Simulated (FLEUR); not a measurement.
Here is a FLEUR MaX-R8.1 (later development tree) calculation.

The input inp.xml:

```xml
<?xml version="1.0" encoding="UTF-8" standalone="no"?>
<fleurInput fleurInputVersion="0.39">
   <comment>
      CdTe                                                                                                
   </comment>
   <calculationSetup>
      <cutoffs Kmax="3.5" Gmax="17.5" GmaxXC="17.5" numbands="0"/>
      <scfLoop itmax="60" minDistance="0.00001" maxIterBroyd="15" imix="Anderson" alpha="0.05" precondParam="0.0" spinf="2.0" sdNocoIR="T"/>
      <coreElectrons ctail="T" frcor="F" kcrel="0" coretail_lmax="0"/>
      <xcFunctional name="pbe" relativisticCorrections="F"/>
      <magnetism jspins="1"/>
      <soc l_soc="F" theta="0.0" phi="0.0" spav="F"/>
      <expertModes spex="0" secvar="F"/>
      <geometryOptimization l_f="F" forcealpha="1.0" forcemix="BFGS" epsdisp="0.00001" epsforce="0.00001"/>
      <ldaU l_linMix="F" mixParam="0.05" spinf="1.0"/>
   </calculationSetup>
   <cell>
      <bzIntegration valenceElectrons="42.0" mode="hist" fermiSmearingEnergy="0.00183747">
         <kPointListSelection listName="default-1"/>
         <!-- k-points included here -->
         <xi:include xmlns:xi="http://www.w3.org/2001/XInclude" href="kpts.xml"> </xi:include>
      </bzIntegration>
      <!-- symmetry operations included here -->
      <xi:include xmlns:xi="http://www.w3.org/2001/XInclude" href="sym.xml"> </xi:include>
      <bulkLattice scale="1.0">
         <bravaisMatrix>
            <row-1>    0.0000000000000000     6.0565722293429998     6.0565722293429998</row-1>
            <row-2>    6.0565722293429998     0.0000000000000000     6.0565722293429998</row-2>
            <row-3>    6.0565722293429998     6.0565722293429998     0.0000000000000000</row-3>
         </bravaisMatrix>
      </bulkLattice>
   </cell>
   <atomSpecies>
      <species name="Tellurium (Te)" element="Te" atomicNumber="52">
         <mtSphere radius="2.3" gridPoints="761" logIncrement="0.017"/>
         <atomicCutoffs lmax="8" lnonsphr="6"/>
         <electronConfig flipSpins="F">
            <coreConfig>(1s1/2) (2s1/2) (2p1/2) (2p3/2) (3s1/2) (3p1/2) (3p3/2) (4s1/2) (3d3/2) (3d5/2)</coreConfig>
            <valenceConfig>(4p1/2) (4p3/2) (5s1/2) (4d3/2) (4d5/2) (5p1/2) (5p3/2)</valenceConfig>
            <stateOccupation state="(5p1/2)" spinUp="0.666667" spinDown="0.666667"/>
            <stateOccupation state="(5p3/2)" spinUp="1.333333" spinDown="1.333333"/>
         </electronConfig>
         <energyParameters s="5" p="5" d="5" f="4"/>
         <lo type="SCLO" l="1" n="4" eDeriv="0"/>
         <lo type="SCLO" l="1" n="4" eDeriv="1"/>
         <lo type="SCLO" l="2" n="4" eDeriv="0"/>
         <lo type="SCLO" l="2" n="4" eDeriv="1"/>
         <lo type="SCLO" l="0" n="5" eDeriv="2"/>
         <lo type="SCLO" l="3" n="4" eDeriv="2"/>
      </species>
      <species name="Cadmium (Cd)" element="Cd" atomicNumber="48">
         <mtSphere radius="2.56" gridPoints="847" logIncrement="0.015"/>
         <atomicCutoffs lmax="9" lnonsphr="7"/>
         <electronConfig flipSpins="F">
            <coreConfig>(1s1/2) (2s1/2) (2p1/2) (2p3/2) (3s1/2) (3p1/2) (3p3/2) (3d3/2) (3d5/2)</coreConfig>
            <valenceConfig>(4s1/2) (4p1/2) (4p3/2) (5s1/2) (4d3/2) (4d5/2)</valenceConfig>
         </electronConfig>
         <energyParameters s="5" p="5" d="4" f="4"/>
         <lo type="SCLO" l="0" n="4" eDeriv="0"/>
         <lo type="SCLO" l="1" n="4" eDeriv="0"/>
         <lo type="SCLO" l="1" n="4" eDeriv="1"/>
         <lo type="SCLO" l="2" n="4" eDeriv="2"/>
         <lo type="SCLO" l="3" n="4" eDeriv="2"/>
      </species>
   </atomSpecies>
   <atomGroups>
      <atomGroup species="Tellurium (Te)">
         <relPos label="                   1">-1.000/4.000 -1.000/4.000 -1.000/4.000</relPos>
         <force calculate="T" relaxXYZ="TTT"/>
      </atomGroup>
      <atomGroup species="Cadmium (Cd)">
         <relPos label="                   2">.0000000000 .0000000000 .0000000000</relPos>
         <force calculate="T" relaxXYZ="TTT"/>
      </atomGroup>
   </atomGroups>
   <output dos="F" band="F" slice="F">
      <checks vchk="F" cdinf="F"/>
      <bandDOS minEnergy="-.5*Htr" maxEnergy="0.5*Htr" sigma="0.015" storeEVData="T"/>
      <vacuumDOS vacdos="F" integ="F" star="F" nstars="0" locx1="0.0" locy1="0.0" locx2="0.0" locy2="0.0" nstm="0" tworkf="0.0"/>
      <unfoldingBand unfoldBand="F" supercellX="1" supercellY="1" supercellZ="1"/>
      <plotting iplot="0" polar="F">
         <plot TwoD="T" vec1="  1.0  0.0  0.0" vec2="  0.0  1.0  0.0" vec3="  0.0  0.0  1.0" zero="  0.0  0.0  0.0" file="plot"/>
      </plotting>
      <chargeDensitySlicing numkpt="0" minEigenval="0.0" maxEigenval="0.0" nnne="0" pallst="F"/>
      <specialOutput eonly="F"/>
      <moessbauerParams electricFieldGradient="T" isomerShift="T" coreHyperfine="T" valenceHyperfine="T"/>
      <magneticCircularDichroism mcd="F" energyLo="-10.0" energyUp="0.0"/>
   </output>
  <!-- We include the file relax.xml here to enable relaxations (see documentation) -->
  <xi:include xmlns:xi="http://www.w3.org/2001/XInclude" href="relax.xml"> <xi:fallback/> </xi:include>
</fleurInput>
```

crystal.txt

```
CdTe
&input cartesian=F /
0.0000000000  3.2050000000  3.2050000000
3.2050000000  0.0000000000  3.2050000000
3.2050000000  3.2050000000  0.0000000000
1.8897261246
1.0 1.0 1.0

2
52 0.7500000000  0.7500000000  0.7500000000
48 0.0000000000  0.0000000000  0.0000000000

&kpt div1=7 div2=7 div3=7 gamma=T /
```

Contents of inp.xml (bands):

```
<?xml version="1.0" encoding="UTF-8" standalone="no"?>
<fleurInput fleurInputVersion="0.39">
   <comment>
      CdTe                                                                                                
   </comment>
   <calculationSetup>
      <cutoffs Kmax="3.5" Gmax="17.5" GmaxXC="17.5" numbands="0"/>
      <scfLoop itmax="60" minDistance="0.00001" maxIterBroyd="15" imix="Anderson" alpha="0.05" precondParam="0.0" spinf="2.0" sdNocoIR="T"/>
      <coreElectrons ctail="T" frcor="F" kcrel="0" coretail_lmax="0"/>
      <xcFunctional name="pbe" relativisticCorrections="F"/>
      <magnetism jspins="1"/>
      <soc l_soc="F" theta="0.0" phi="0.0" spav="F"/>
      <expertModes spex="0" secvar="F"/>
      <geometryOptimization l_f="F" forcealpha="1.0" forcemix="BFGS" epsdisp="0.00001" epsforce="0.00001"/>
      <ldaU l_linMix="F" mixParam="0.05" spinf="1.0"/>
   </calculationSetup>
   <cell>
      <bzIntegration valenceElectrons="42.0" mode="hist" fermiSmearingEnergy="0.00183747">
         <kPointListSelection listName="path-1"/>
         <!-- k-points included here -->
         <xi:include xmlns:xi="http://www.w3.org/2001/XInclude" href="kpts.xml"> </xi:include>
      </bzIntegration>
      <!-- symmetry operations included here -->
      <xi:include xmlns:xi="http://www.w3.org/2001/XInclude" href="sym.xml"> </xi:include>
      <bulkLattice scale="1.0">
         <bravaisMatrix>
            <row-1>    0.0000000000000000     6.0565722293429998     6.0565722293429998</row-1>
            <row-2>    6.0565722293429998     0.0000000000000000     6.0565722293429998</row-2>
            <row-3>    6.0565722293429998     6.0565722293429998     0.0000000000000000</row-3>
         </bravaisMatrix>
      </bulkLattice>
   </cell>
   <atomSpecies>
      <species name="Tellurium (Te)" element="Te" atomicNumber="52">
         <mtSphere radius="2.3" gridPoints="761" logIncrement="0.017"/>
         <atomicCutoffs lmax="8" lnonsphr="6"/>
         <electronConfig flipSpins="F">
            <coreConfig>(1s1/2) (2s1/2) (2p1/2) (2p3/2) (3s1/2) (3p1/2) (3p3/2) (4s1/2) (3d3/2) (3d5/2)</coreConfig>
            <valenceConfig>(4p1/2) (4p3/2) (5s1/2) (4d3/2) (4d5/2) (5p1/2) (5p3/2)</valenceConfig>
            <stateOccupation state="(5p1/2)" spinUp="0.666667" spinDown="0.666667"/>
            <stateOccupation state="(5p3/2)" spinUp="1.333333" spinDown="1.333333"/>
         </electronConfig>
         <energyParameters s="5" p="5" d="5" f="4"/>
         <lo type="SCLO" l="1" n="4" eDeriv="0"/>
         <lo type="SCLO" l="1" n="4" eDeriv="1"/>
         <lo type="SCLO" l="2" n="4" eDeriv="0"/>
         <lo type="SCLO" l="2" n="4" eDeriv="1"/>
         <lo type="SCLO" l="0" n="5" eDeriv="2"/>
         <lo type="SCLO" l="3" n="4" eDeriv="2"/>
      </species>
      <species name="Cadmium (Cd)" element="Cd" atomicNumber="48">
         <mtSphere radius="2.56" gridPoints="847" logIncrement="0.015"/>
         <atomicCutoffs lmax="9" lnonsphr="7"/>
         <electronConfig flipSpins="F">
            <coreConfig>(1s1/2) (2s1/2) (2p1/2) (2p3/2) (3s1/2) (3p1/2) (3p3/2) (3d3/2) (3d5/2)</coreConfig>
            <valenceConfig>(4s1/2) (4p1/2) (4p3/2) (5s1/2) (4d3/2) (4d5/2)</valenceConfig>
         </electronConfig>
         <energyParameters s="5" p="5" d="4" f="4"/>
         <lo type="SCLO" l="0" n="4" eDeriv="0"/>
         <lo type="SCLO" l="1" n="4" eDeriv="0"/>
         <lo type="SCLO" l="1" n="4" eDeriv="1"/>
         <lo type="SCLO" l="2" n="4" eDeriv="2"/>
         <lo type="SCLO" l="3" n="4" eDeriv="2"/>
      </species>
   </atomSpecies>
   <atomGroups>
      <atomGroup species="Tellurium (Te)">
         <relPos label="                   1">-1.000/4.000 -1.000/4.000 -1.000/4.000</relPos>
         <force calculate="T" relaxXYZ="TTT"/>
      </atomGroup>
      <atomGroup species="Cadmium (Cd)">
         <relPos label="                   2">.0000000000 .0000000000 .0000000000</relPos>
         <force calculate="T" relaxXYZ="TTT"/>
      </atomGroup>
   </atomGroups>
   <output dos="F" band="T" slice="F">
      <checks vchk="F" cdinf="F"/>
      <bandDOS minEnergy="-.5*Htr" maxEnergy="0.5*Htr" sigma="0.015" storeEVData="T"/>
      <vacuumDOS vacdos="F" integ="F" star="F" nstars="0" locx1="0.0" locy1="0.0" locx2="0.0" locy2="0.0" nstm="0" tworkf="0.0"/>
      <unfoldingBand unfoldBand="F" supercellX="1" supercellY="1" supercellZ="1"/>
      <plotting iplot="0" polar="F">
         <plot TwoD="T" vec1="  1.0  0.0  0.0" vec2="  0.0  1.0  0.0" vec3="  0.0  0.0  1.0" zero="  0.0  0.0  0.0" file="plot"/>
      </plotting>
      <chargeDensitySlicing numkpt="0" minEigenval="0.0" maxEigenval="0.0" nnne="0" pallst="F"/>
      <specialOutput eonly="F"/>
      <moessbauerParams electricFieldGradient="T" isomerShift="T" coreHyperfine="T" valenceHyperfine="T"/>
      <magneticCircularDichroism mcd="F" energyLo="-10.0" energyUp="0.0"/>
   </output>
  <!-- We include the file relax.xml here to enable relaxations (see documentation) -->
  <xi:include xmlns:xi="http://www.w3.org/2001/XInclude" href="relax.xml"> <xi:fallback/> </xi:include>
</fleurInput>
```

Potentials or basis: all-electron, FLAPW.

Command:

```sh
$ inpgen -f crystal.txt -profile veryFastHighL
$ # inp.xml edited to the form shown
$ fleur_MPI
$ fleur_MPI   # second run, on inp.xml (bands)
```

**Question.** Estimate the band gap along the path.

**Answer.** 0.87 eV, direct.

**Question.** Estimate the band gap on the k mesh.

**Answer.** 0.87 eV, direct.

Core levels (eV from the Fermi level):
| atom | levels |
| --- | --- |
| 1 Te | 1s1/2 -31602.2, 2s1/2 -4840.3, 2p1/2 -4534.5, 2p3/2 -4260.0, 3s1/2 -959.0, 3p1/2 -833.3, 3p3/2 -782.1, 4s1/2 -158.8, 3d3/2 -560.5, 3d5/2 -549.8 |
| 2 Cd | 1s1/2 -26506.2, 2s1/2 -3931.0, 2p1/2 -3659.2, 2p3/2 -3466.7, 3s1/2 -729.7, 3p1/2 -620.8, 3p3/2 -586.4, 3d3/2 -393.8, 3d5/2 -386.8 |

Caveat: spin-orbit coupling is left out, which moves the levels of the heavy elements.

**What was measured.**

From a printed reference work, data compilation, for a bulk crystal of CdTe at 0 K: band gap 1.607 eV.

A measured gap of CdTe is 1.607 eV (0 K; a printed reference work, data compilation); the calculated 0.87 eV misses it by -0.74 eV. Spin-orbit coupling on Cd, Te is left out. The value is that of PBE, without temperature or zero-point motion. Semilocal functionals fall short of measured gaps as a rule.
